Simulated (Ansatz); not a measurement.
# SnSe2: from the start to rest, part 2 of 2

The start is SnSe2, a known structure type filled with other elements, at an estimated volume. Where does it settle when we relax cell and atoms, and what is it like there?

Ansatz 0.2.0; DFT, r2SCAN, no spin polarisation, plane waves, PAW. Relaxing cell and atoms. Earlier steps stand in the parts before.

### 6 Maps of the fields

Maps in the plane spanned by a and b at height 0.750 along c (axes of the input's cell), one cell: a runs left to right (16 points from zero), b bottom to top (16 points), 120° apart. Inside the augmentation spheres the fields are the smooth ones.

Valence density. Ten steps from '0' (0.07 e/Å³) to '9' (32.00 e/Å³), finer at the low end (step k begins (100^(k/10) - 1)/99 of the way up):
```
0000000110000000
0000011211000000
0000123321000000
0001367631000000
0012699621000000
0013797310000000
0123663210001100
0112321100123210
0011110001466410
0000000014787410
0000000026886200
0000000136763100
0000000124421000
0000000011100000
0000000000000000
1000000000000000
```

ELF. Ten even steps from '0' (0.00) to '9' (0.83):
```
4310137887310134
3100489998400133
1004899998400122
0148975798410111
1389722798311111
3799525997322222
4899779984333333
5899999853343433
4788887433200233
3344433332000233
1100112340000432
0000012330003321
1111112342243211
3332112333332112
4432112333321123
5431013454310134
```

Atoms within 0.2 Å of the plane, in fractions of a and b: Se at (0.33, 0.67), Sn at (0.67, 0.33).

At the density minimum on some short contacts:

```csv
contact,length (Å),minimum at (fraction),density (e/Å³),ELF
Se1–Sn3,2.799,0.53,0.313,0.43
Se5–Se6,2.799,0.50,0.292,0.42
```

### 7 Outcome

This closing draws on all 2 parts.

| quantity | value |
| --- | --- |
| moves | 6 |
| energy gained | 69.0 meV/atom |
| largest move | 0.00 Å |
| space group (0.01 Å), before / after | P6_3/mmc / P6_3/mmc |
| cell | a = 5.375 Å, b = 5.375 Å, c = 5.599 Å, α = 90.00°, β = 90.00°, γ = 120.00° |
| volume | 23.35 Å³/atom (-3.4 %) |
| pressure at the end | 0.00 GPa |
| formation energy (elements from separate runs) | 0.08 eV/atom |
| character | metal |
| density of states, mean within 0.25 eV of the Fermi level | 3.7 per eV per cell |
| Bader charges | Se -0.64 to -0.41, Sn +1.05 e |

In words: The volume shrank by 3.4 %, and the atoms end where they began within the cell; the energy fell by 69.0 meV per atom. The shape changed more than that tells: the edges moved by +4, +4, -11 %. With 24 symmetry operations imposed, the end may be a saddle point towards distortions that break them. Bands cross the Fermi level: a metal; within 0.25 eV of the Fermi level the density of states averages 3.7 per eV per cell, mostly Se p (84 %). Against the elements' reference phases (Se trigonal (grey) selenium, alpha-Sn (diamond); separate runs with the same functional) the formation energy is 0.08 eV per atom, so at this geometry it is not bound against them. By Bader's partition Sn gives up most (+1.05 e) and Se takes most (-0.52 e).
